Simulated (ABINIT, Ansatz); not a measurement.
# NaI (Fm-3m): modes at Γ and the response to a field, part 2 of 2

Aim: the zone-centre modes of NaI (Fm-3m).

ABINIT 10.8.3; DFT LDA, scalar-relativistic, plane waves, PseudoDojo norm-conserving pseudopotentials.

So far. Step 3 (Ground state): The cell stands at -0.22 GPa: the relaxation ran with a smoothed and higher cutoff and on another k mesh. Step 5 (Zone-centre response): The acoustic modes at Γ come out as far as 4.6 cm⁻¹ from zero, where they should vanish, a small numerical error; the Born charges miss their sum rule by 1.1e-4 e, which is good. The relaxed cell has a = 6.263 Å (conventional setting).

### 6. Modes with the sum rule

anaddb reads the merged derivatives, imposes the acoustic sum rule and charge neutrality, and adds the LO-TO term along chosen directions.

File anaddb.abi:

```
ddb_filepath "gamma_DDB"
output_file "anaddb.abo"
outdata_prefix "anaddb"
asr 1
chneut 1
enunit 2
eivec 1
nph1l 1
qph1l 0.0 0.0 0.0 1.0
dieflag 1
nph2l 3
qph2l 
    1.0 0.0 0.0 0.0
    0.0 0.0 1.0 0.0
    1.0 1.0 1.0 0.0
```

File mrgddb.in:

```
gamma_DDB
merged
2
dfpt_gammao_DS2_DDB
gso_DDB
```

Run with:

```console
$ mrgddb < mrgddb.in > mrgddb.log
$ OMP_NUM_THREADS=1 anaddb anaddb.abi > anaddb.log
```

anaddb.abo, the main output file:

```text
[banners, grids, parts of the stress and lines that vanish by symmetry left out]
-outvars_anaddb: echo values of input variables ----------------------

 Flags :
[...]
Dielectric Tensor and Effective Charges
[...]
Effective charge tensors after
[...]
Phonon wavevector (reduced coordinates) :  0.00000  0.00000  0.00000
 Phonon energies in Hartree :
[...]
Phonon energies in meV     :
-  0.000000E+00  0.000000E+00  0.000000E+00  1.614008E+01  1.614008E+01
-  1.614008E+01
 Phonon frequencies in cm-1    :
-  0.000000E+00  0.000000E+00  0.000000E+00  1.301786E+02  1.301786E+02
-  1.301786E+02
 Phonon frequencies in Thz     :
-  0.000000E+00  0.000000E+00  0.000000E+00  3.902655E+00  3.902655E+00
-  3.902655E+00
 Phonon energies in Kelvin  :
-  0.000000E+00  0.000000E+00  0.000000E+00  1.872979E+02  1.872979E+02
-  1.872979E+02
[...]
-  1  0.00000000E+00  0.00000000E+00 -1.91305381E-03
-     0.00000000E+00  0.00000000E+00  0.00000000E+00
-  2  0.00000000E+00  0.00000000E+00 -1.91305534E-03
-     0.00000000E+00  0.00000000E+00  0.00000000E+00
[...]
-  1  0.00000000E+00  1.91305381E-03  0.00000000E+00
-     0.00000000E+00  0.00000000E+00  0.00000000E+00
-  2  0.00000000E+00  1.91305534E-03  0.00000000E+00
-     0.00000000E+00  0.00000000E+00  0.00000000E+00
[...]
-  1  1.91305381E-03  0.00000000E+00  0.00000000E+00
-     0.00000000E+00  0.00000000E+00  0.00000000E+00
-  2  1.91305534E-03  0.00000000E+00  0.00000000E+00
-     0.00000000E+00  0.00000000E+00  0.00000000E+00
[...]
-  1  0.00000000E+00  0.00000000E+00 -4.49467918E-03
-     0.00000000E+00  0.00000000E+00  0.00000000E+00
-  2  0.00000000E+00  0.00000000E+00  8.14246723E-04
-     0.00000000E+00  0.00000000E+00  0.00000000E+00
[...]
-  1  0.00000000E+00 -4.49467918E-03  0.00000000E+00
-     0.00000000E+00  0.00000000E+00  0.00000000E+00
-  2  0.00000000E+00  8.14246723E-04  0.00000000E+00
-     0.00000000E+00  0.00000000E+00  0.00000000E+00
[...]
-  1  4.49467918E-03  0.00000000E+00  0.00000000E+00
-     0.00000000E+00  0.00000000E+00  0.00000000E+00
-  2 -8.14246723E-04  0.00000000E+00  0.00000000E+00
-     0.00000000E+00  0.00000000E+00  0.00000000E+00
[...]
-     1          0.000000    -0.000000     0.000001     0.000001
-     2         -0.000000    -0.000001    -0.000000     0.000001
-     3         -0.000001     0.000000    -0.000000     0.000001
-     4          0.000023    -0.000020    -1.357105     1.357105
-     5          0.000002    -1.357105     0.000020     1.357105
-     6          1.357105     0.000002     0.000023     1.357105
[...]
-   1     Real    0.0000E+00  0.0000E+00  0.0000E+00  0.0000E+00  0.0000E+00  0.0000E+00  0.0000E+00
[...]
-   2     Real    0.0000E+00  0.0000E+00  0.0000E+00  0.0000E+00  0.0000E+00  0.0000E+00  0.0000E+00
[...]
-   3     Real    0.0000E+00  0.0000E+00  0.0000E+00  0.0000E+00  0.0000E+00  0.0000E+00  0.0000E+00
[...]
-   4     Real    1.0592E-14  0.0000E+00  3.8428E-05  0.0000E+00 -6.3798E-10  5.5941E-10  3.8428E-05
[...]
-   5     Real    0.0000E+00  3.8428E-05  0.0000E+00 -5.1019E-11  0.0000E+00 -5.5941E-10  3.8428E-05
[...]
-   6     Real    3.8428E-05  0.0000E+00  1.0592E-14  5.1029E-11  6.3798E-10  0.0000E+00  3.8428E-05
[...]
Phonon at Gamma, with non-analyticity in the
[...]
Phonon energies in Hartree :
[...]
Phonon energies in meV     :
-  0.000000E+00  0.000000E+00  0.000000E+00  1.614008E+01  1.614008E+01
-  2.231261E+01
 Phonon frequencies in cm-1    :
-  0.000000E+00  0.000000E+00  0.000000E+00  1.301786E+02  1.301786E+02
-  1.799634E+02
 Phonon frequencies in Thz     :
-  0.000000E+00  0.000000E+00  0.000000E+00  3.902655E+00  3.902655E+00
-  5.395166E+00
 Phonon energies in Kelvin  :
-  0.000000E+00  0.000000E+00  0.000000E+00  1.872979E+02  1.872979E+02
-  2.589271E+02
[...]
-  1  0.00000000E+00  0.00000000E+00 -1.91305381E-03
-     0.00000000E+00  0.00000000E+00  0.00000000E+00
-  2  0.00000000E+00  0.00000000E+00 -1.91305534E-03
-     0.00000000E+00  0.00000000E+00  0.00000000E+00
[...]
Phonon at Gamma, with non-analyticity in the
[...]
Phonon energies in Hartree :
[...]
Phonon energies in meV     :
-  0.000000E+00  0.000000E+00  0.000000E+00  1.614008E+01  1.614008E+01
-  2.231261E+01
 Phonon frequencies in cm-1    :
-  0.000000E+00  0.000000E+00  0.000000E+00  1.301786E+02  1.301786E+02
-  1.799634E+02
 Phonon frequencies in Thz     :
-  0.000000E+00  0.000000E+00  0.000000E+00  3.902655E+00  3.902655E+00
-  5.395166E+00
 Phonon energies in Kelvin  :
-  0.000000E+00  0.000000E+00  0.000000E+00  1.872979E+02  1.872979E+02
-  2.589271E+02
[...]
Phonon at Gamma, with non-analyticity in the
[...]
Phonon energies in Hartree :
[...]
Phonon energies in meV     :
-  0.000000E+00  0.000000E+00  0.000000E+00  1.614008E+01  1.614008E+01
-  2.231261E+01
 Phonon frequencies in cm-1    :
-  0.000000E+00  0.000000E+00  0.000000E+00  1.301786E+02  1.301786E+02
-  1.799634E+02
 Phonon frequencies in Thz     :
-  0.000000E+00  0.000000E+00  0.000000E+00  3.902655E+00  3.902655E+00
-  5.395166E+00
 Phonon energies in Kelvin  :
-  0.000000E+00  0.000000E+00  0.000000E+00  1.872979E+02  1.872979E+02
-  2.589271E+02
[...]
-  1  1.62342934E-06 -1.91304727E-03 -4.81298605E-06
-     0.00000000E+00  0.00000000E+00  0.00000000E+00
-  2  1.62367469E-06 -1.91304856E-03 -4.81274586E-06
-     0.00000000E+00  0.00000000E+00  0.00000000E+00
[...]
-  1  1.91305294E-03  1.62077936E-06  1.21971415E-06
-     0.00000000E+00  0.00000000E+00  0.00000000E+00
-  2  1.91305423E-03  1.62053665E-06  1.21947112E-06
-     0.00000000E+00  0.00000000E+00  0.00000000E+00
[...]
-  1  4.98536261E-04  2.89948824E-03 -3.39802450E-03
-     0.00000000E+00  0.00000000E+00  0.00000000E+00
-  2 -9.03137912E-05 -5.25265253E-04  6.15579044E-04
-     0.00000000E+00  0.00000000E+00  0.00000000E+00
[...]
-  1  3.63587068E-03 -2.24968041E-03 -1.38619027E-03
-     0.00000000E+00  0.00000000E+00  0.00000000E+00
-  2 -6.58666762E-04  4.07547418E-04  2.51119344E-04
-     0.00000000E+00  0.00000000E+00  0.00000000E+00
[...]
Direction                     Dielectric constant
[...]
0.00000   0.00000   1.00000      6.94595405
   1.00000   1.00000   1.00000      6.94595405
-
```

The job ended after 0.49 s (1 thread of Arm Neoverse V2, shared host).

Read from the output:

```
highest optical zone-centre mode (no LO-TO term) : 130.2 cm⁻¹
lowest optical zone-centre mode                  : 130.2 cm⁻¹
mean static dielectric constant                  : 6.946
highest mode moved by the LO-TO term             : 180.0 cm⁻¹
```

No LO-TO term; unit eigenvectors of the mass-weighted matrix, from anaddb's displacements. Modes at Γ, with each element's share of the kinetic energy:

```tsv
mode	frequency (cm⁻¹)	symmetry	Na %	I %
1	0.0	acoustic	15	85
2	0.0	acoustic	15	85
3	0.0	acoustic	15	85
4	130.2	T1u	85	15
5	130.2	T1u	85	15
6	130.2	T1u	85	15
```

Displacements in mode 4 (130.2 cm⁻¹), the largest set to 1:
```
Na1  0.00  0.00 -1.00
I2   0.00  0.00  0.18
```

Trace of the oscillator strength, degenerate modes summed. Infrared lines, with heights relative to the strongest:

```tsv
position (cm⁻¹)	lines merged	IR intensity, relative
130	3	100
```

Static dielectric tensor (ions relaxed, fixed cell):

```
6.95 0.00 0.00
0.00 6.95 0.00
0.00 0.00 6.95
```

The rule also moves an optical mode by 0.4 cm⁻¹.

### 7. A second program

The same cell goes through another code at the same cutoff. The files are of one family, but Ansatz's library holds files of its own making for some heavy elements, so those for I may differ. Its k mesh is centred on Γ.

This step: DFT LDA, scalar-relativistic, plane waves, norm-conserving pseudopotentials of its library (PseudoDojo's, some remade) (Ansatz 0.2.0).

File input.yaml:

```yaml
crystal:
  lattice:
    - [0.0, 3.1316025561, 3.1316025561]
    - [3.1316025561, 0.0, 3.1316025561]
    - [3.1316025561, 3.1316025561, 0.0]
  atoms:
    - { symbol: Na, position: [0.0, 0.0, 0.0] }
    - { symbol: I, position: [0.5, 0.5, 0.5] }
kpoints:
  mp_grid: { grid: [6, 6, 6] }
hamiltonian:
  xc: lda
  pseudopotentials: { kind: nc, accuracy: standard }
scf:
  occupations: { method: fixed }
output:
  eigenvalues: true
basis:
  ecutwfc: 1034.033
phonons:
  method: dfpt
  dielectric: true
  rigid_motions: translations
```

Run with:

```console
$ ansatz run input.yaml --threads 2 --pin off --max-ram 4096MiB --backend cpu --events-out ev --progress --plain --runs-dir out
```

Log:

```text
Warning: basis.ecutwfc = 1034.033 eV is below the records' recommended 1197.300995 eV, and the density's cutoff is lower with it unless basis.ecutrho_ratio is high enough to keep the records' density cutoff: compare with a run at a higher cutoff
Engine: ansatz 0.2.0, aarch64-unknown-linux-gnu
Pseudopotentials: kind: nc
Pseudopotential: Na, nc, valence charge 9, recommended cutoff 1197.300995 eV (normal), Na.nc.azcp (PseudoDojo's, or run here from an input of PseudoDojo's; its table is named by hamiltonian.pseudopotentials.accuracy)
Pseudopotential: I, nc, valence charge 7, recommended cutoff 952.398519 eV (normal), I.nc.azcp (PseudoDojo's, or run here from an input of PseudoDojo's; its table is named by hamiltonian.pseudopotentials.accuracy)
Functional definition: SPW92
  exchange = slater_x
  correlation = pw_c
Crystal: 2 atoms, lattice volume = 61.423 Å³
Basis set: ecut = 1034.033 eV, 4645 PW (Γ), exchange–correlation on 96×96×96 points (8 copies of the dense FFT grid, shifted against one another)
Bands: 12, of which v1, the nominal top of the filled ones, is band 8 counted from 1 (7 counted from 0)
Symmetry: 48 space group operations
k-points: 30 of 216 (irreducible under 8 space group operations, time reversal used)
Non-local potential: Na, projectors of the file, l = 0: 2, l = 1: 2
Non-local potential: I, projectors of the file, l = 0: 2, l = 1: 2, l = 2: 2, l = 3: 2
Initial density: superposition of atomic densities (chi_scale 0.1, normalization cell, long waves kept (reshape's long-wave potential 0.00 eV rms))
Initial wavefunctions: pseudopotential atomic-orbital guess
Functional: x = slater, c = lda
SCF iter   1: F=—  HF=-1598.618716 eV  |F-HF|=—  |Δ(HF+E_count)|=         —  Δρ=5.50e-2  dr2=1.25e0  ethr=3.10e-3  ⟨swp⟩=5.0  Hψ=1856  notcnv=0  defer=51
preconditioner: auto → none  [insulator: Δε(μ)=3.043 eV  Ē_g=10.394 eV  n_scr=14 (ndim 8)  ℏωp=13.4 eV  f_vac=0.000  ε∞_Penn≈2.7]
SCF iter   2: F=—  HF=-1597.969178 eV  |F-HF|=—  |Δ(HF+E_count)|=   6.50e-1  Δρ=1.03e-2  dr2=5.37e-2  ethr=3.10e-3  ⟨swp⟩=2.8  Hψ=955  notcnv=0  defer=56
SCF iter   3: F=—  HF=-1597.943949 eV  |F-HF|=—  |Δ(HF+E_count)|=   2.52e-2  Δρ=4.95e-3  dr2=5.44e-3  ethr=3.36e-4  ⟨swp⟩=2.2  Hψ=632  notcnv=0  defer=56
SCF iter   4: F=—  HF=-1597.942115 eV  |F-HF|=—  |Δ(HF+E_count)|=   1.83e-3  Δρ=3.94e-4  dr2=1.23e-4  ethr=3.40e-5  ⟨swp⟩=3.0  Hψ=644  notcnv=0  defer=56
SCF iter   5: F=—  HF=-1597.942099 eV  |F-HF|=—  |Δ(HF+E_count)|=   1.61e-5  Δρ=9.27e-5  dr2=2.84e-6  ethr=7.67e-7  ⟨swp⟩=2.0  Hψ=468  notcnv=0  defer=56
SCF iter   6: F=—  HF=-1597.942110 eV  |F-HF|=—  |Δ(HF+E_count)|=   1.16e-5  Δρ=1.60e-5  dr2=7.18e-8  ethr=1.78e-8  ⟨swp⟩=2.3  Hψ=581  notcnv=0  defer=41
SCF iter   7: F=—  HF=-1597.942061 eV  |F-HF|=—  |Δ(HF+E_count)|=   4.90e-5  Δρ=2.02e-6  dr2=7.30e-10  ethr=4.49e-10  ⟨swp⟩=2.0  Hψ=464  notcnv=0  defer=2
SCF iter   8: F=-1597.942061 eV  HF=-1597.942061 eV  |F-HF|=1.36e-11  |Δ(HF+E_count)|=  1.83e-10  Δρ=1.84e-7  dr2=2.01e-11  ethr=1.00e-12  ⟨swp⟩=9.1  Hψ=2404  notcnv=0
SCF 1 converged in 8 iterations: F = -1597.942061 eV  dr2 = 2.01e-11
NSCF: frozen V_eff on 2 k-points
DFPT response loops at Γ: preconditioner auto → none (the input reference at scf.mixing.eps_inf says where Resta's filter doesn't serve); β = 0.50; Broyden in place of MSR1
── the response to a field inside a basis, on 6×6×6 k-points: an SCF that follows is theirs, and a resumed run solves both again ──
Bands: 9, of which v1, the nominal top of the filled ones, is band 8 counted from 1 (7 counted from 0)
k-points: 28 of 216 (irreducible under 12 space group operations)
Initial density: handed on by an earlier stage of this run
Initial wavefunctions: pseudopotential atomic-orbital guess (no wavefunctions were taken with the density)
Eigensolver: Dense (28 Hₖ)
SCF iter   1: F=—  HF=-1597.941818 eV  |F-HF|=—  |Δ(HF+E_count)|=         —  Δρ=2.41e-4  dr2=3.28e-6  ethr=1.00e-1
preconditioner: auto → none  [insulator: Δε(μ)=3.932 eV  Ē_g=9.044 eV  n_scr=14 (ndim 8)  ℏωp=13.4 eV  f_vac=0.000  ε∞_Penn≈3.2]
SCF iter   2: F=—  HF=-1597.941818 eV  |F-HF|=—  |Δ(HF+E_count)|=   1.03e-7  Δρ=1.05e-4  dr2=4.30e-7  ethr=2.05e-8
SCF iter   3: F=-1597.941818 eV  HF=-1597.941818 eV  |F-HF|=1.46e-8  |Δ(HF+E_count)|=   2.01e-7  Δρ=2.43e-5  dr2=2.34e-8  ethr=2.69e-9
SCF 1 converged in 3 iterations: F = -1597.941818 eV  dr2 = 2.34e-8
DFPT response loops at Γ: mixed as the last ones told, above
SCF converged after 8 iterations
Free energy (F): -1597.942061 eV
Harris-Foulkes:  -1597.942061 eV  (|F-HF|=1.36e-11)
Internal energy: -1597.942061 eV  (E = F + TS)
E sigma→0 (E₀):  -1597.942061 eV
Fermi energy:    2.372785 eV
--- Per-component energies (eV) ---
  E_band       = -224.737138
  E_kinetic    = 842.096613
  E_local      = -1523.965335  (includes V_loc(G=0)·N_el)
  E_nonlocal   = -348.832838
  E_hartree    = 566.478799
  E_xc         = -290.715361
  E_vxc        = -326.993220  (∫ρ·V_xc dr)
  E_ewald      = -843.003939
  E_smearing   = -0.000000  (= −TS)
  E_closure    = -0.000000  (closes the sum)
  Σ components = -1597.942061   (vs F -1597.942061, Δ=0.00e0)
--- Band table (eV; the first three rows and the last of 30) ---
  k-point 0: bands = [... 4 lower, -9.0336, 2.3728, 2.3728, 2.3728, 5.9833, 10.2173, 10.2173, 10.2173]
  k-point 1: bands = [... 4 lower, -8.9366, 1.4760, 2.2777, 2.2777, 6.8747, 9.7317, 10.4474, 10.4474]
  k-point 2: bands = [... 4 lower, -8.7280, 0.2534, 2.1025, 2.1025, 7.3494, 10.0373, 10.0373, 10.6683]
  k-point 29: bands = [... 4 lower, -8.5070, 0.3494, 1.0206, 1.2818, 7.6944, 8.6961, 11.1021, 11.1281]
--- Phonons (Γ-DFPT): 2 representative perturbations + reference, on 30 of 216 k-points (Σ response iterations 6) ---
  k mesh reduced under 8 symmetry operations, with k and −k counted as one. Each operation leaves every solved perturbation unchanged. A smaller set is not considered because the run solves the response to a homogeneous field
  ASR residual: 1.446e-4 → 0.000e0 eV/Å²; symmetrization residual: 7.252e-7 eV/Å²
  ASR residual per site (eV/Å²): 9.92e-5 1.45e-4
  Γ frequencies (cm⁻¹): 0.00 0.00 0.00 130.19 130.19 130.19
  ε∞ (high-frequency dielectric tensor):
        3.635195     0.000000    -0.000000
        0.000000     3.635195    -0.000000
       -0.000000    -0.000000     3.635195
  ε⁰ (static dielectric tensor: ions relaxed, cell fixed):
        6.946228     0.000000     0.000000
        0.000000     6.946228    -0.000000
        0.000000    -0.000000     6.946228
  ε⁰ − ε∞ (ionic part):
        3.311033     0.000000     0.000000
        0.000000     3.311033     0.000000
        0.000000     0.000000     3.311033
  softest optical mode at Γ: 130.19 cm⁻¹; the repairs (sum rule, projections) moved no ω² at Γ by more than (1.11 cm⁻¹)²
  Born effective charges Z* (e; rows j = field, columns β = displacement):
    site 0:
         1.16767   -0.00000    0.00000
         0.00000    1.16767    0.00000
         0.00000   -0.00000    1.16767
    site 1:
        -1.16767    0.00000   -0.00000
        -0.00000   -1.16767   -0.00000
        -0.00000    0.00000   -1.16767
  Z* charge neutrality: 7.022e-4 e pre-enforcement
  solved inside a basis spanned on kpoints, on 6×6×6 k-points, its susceptibility summed on 10×10×10: ε∞ is read to err by 8.5e-3, Z* by 1.0e-2 e (field_mesh: kpoints solves on kpoints); Z* is corrected for what the basis lacks
  optical modes at Γ without the LO–TO term, one row a degenerate level:
      ω (cm⁻¹)  modes    IR ((D/Å)²/amu)
        130.19      3             4.8484
  optical modes at Γ + LO–TO along q̂ = [1.0000, 0.0000, 0.0000]:
      ω (cm⁻¹)  modes    IR ((D/Å)²/amu)
        130.19      2             3.2323
        179.96      1             1.6161
  optical modes at Γ + LO–TO along q̂ = [0.0000, 1.0000, 0.0000]:
      ω (cm⁻¹)  modes    IR ((D/Å)²/amu)
        130.19      2             3.2323
        179.96      1             1.6161
  optical modes at Γ + LO–TO along q̂ = [0.0000, 0.0000, 1.0000]:
      ω (cm⁻¹)  modes    IR ((D/Å)²/amu)
        130.19      2             3.2323
        179.96      1             1.6161
```

Elapsed: 23 s, on 2 threads; peak memory 0.7 GiB.

Numbers from this step:

```
sum-rule residual before enforcement     : 1.45e-4 eV/Å²
miss of the charge sum rule              : 7.02e-4 e
estimated error of the dielectric tensor : 0.008486
estimated error of the Born charges      : 0.01002 e
```

Transverse modes. Lines of the infrared spectrum (strongest = 100):

```tsv
position (cm⁻¹)	label	IR intensity ((D/Å)²/amu), degenerate modes summed, relative
130	T1u	100
```

### 8. Side by side: ABINIT PseudoDojo and Ansatz, library NC

Worked out from the results:

```
root-mean-square difference : 0.01 cm⁻¹
largest difference          : 0.01 cm⁻¹
```

Frequencies side by side, by row:

```tsv
q (reciprocal lattice)	mode	ABINIT PseudoDojo (cm⁻¹)	Ansatz, library NC (cm⁻¹)
0 0 0	1	0	0
0 0 0	2	0	0
0 0 0	3	0	0
0 0 0	4	130.2	130.2
0 0 0	5	130.2	130.2
0 0 0	6	130.2	130.2
```

The two runs side by side. Further quantities:

```tsv
quantity	ABINIT PseudoDojo	Ansatz, library NC
mean ε∞	3.635	3.635
largest Born charge in size (e; the first before, the second after the charge sum rule)	1.168	1.168
summed IR intensity ((D/Å)²/amu)	4.848	4.848
```

At the zone centre the largest difference (acoustic modes at Γ apart) is 0.008 % of the highest mode.

### 9. What came out

```yaml
space_group_after_relaxation: Fm-3m
volume_per_atom: 30.7 Å³
highest_optical_zone_centre_mode_no_lo_to_term: 130.2 cm⁻¹
highest_mode_moved_by_the_lo_to_term: 180.0 cm⁻¹
mean_high_frequency_dielectric_constant: 3.63
largest_born_charge_in_size_third_of_the_trace: 1.17 e
mean_static_dielectric_constant: 6.95
imaginary_optical_modes_at_the_zone_centre_no_q_mesh_in_this_session: none
largest_difference_from_ansatz_library_nc: 0.01 cm⁻¹
```

At the LDA level the optical modes of NaI (Fm-3m) at the zone centre (no LO-TO term) lie at 130 cm⁻¹. Along the directions run, the highest mode that the macroscopic field moves lies at 180 cm⁻¹. Lattice motion raises the mean dielectric constant from 3.635 to 6.946. The Born charge of I is -1.168 e against a formal charge of -1, somewhat above it. The Lyddane-Sachs-Teller relation holds: (ωLO/ωTO)² is 1.91 and ε₀/ε∞ is 1.91. ABINIT PseudoDojo and Ansatz, library NC agree to 0.01 cm⁻¹ (0.008 % of the highest mode compared) on all solved modes but the acoustic ones at Γ, without the LO-TO term. These are harmonic frequencies at zero temperature: anharmonic shifts and linewidths and thermal expansion are left out. Spin-orbit coupling is left out, which can matter for the heavy elements here. Ansatz warns that the cutoff lies 14 % under the one recommended for these files; agreement at one cutoff is not convergence.

[Host names and launcher messages were left out of these logs when they were recorded.]

[Logs are printed without paths, hosts, clocks, repeated set-up lines and the standing remarks that a program may print on its own settings, such as how far it seeks lower states.]

[Hosts, paths, dates, database ids (printed as entryN), source tags and the programs' standing remarks are cut or masked in the printed files.]
